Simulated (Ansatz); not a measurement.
The parent structure is GeTe (space group R3m, No. 160).

```
GeTe
1.0
    2.08110     1.20152     3.48782
   -2.08110     1.20152     3.48782
    0.00000    -2.40305     3.48782
Ge Te
1 1
Direct
  0.23834   0.23834   0.23834
  0.76166   0.76166   0.76166
```

Cartesian axes are those of the cell as printed.

Computed with Ansatz (a first-principles code), PBEsol, PAW, cutoff 420 eV, spin-orbit coupling left out.

Modification: a pure shear with ε_xz = ε_zx = -0.0096; the atoms relax in the strained cell.

Problem. Predict the new energy relative to the base, stress and largest internal atomic displacement.

Solution. The energy goes up by 1.2 meV/atom; the stress (xx, yy, zz, yz, xz, xy; compression positive) comes out as (0.13, 0.01, 0.02, -0.02, 0.78, -0.44) GPa; the largest internal atomic displacement amounts to 0.027 Å.

Whether these cells are dynamically stable was not tested.
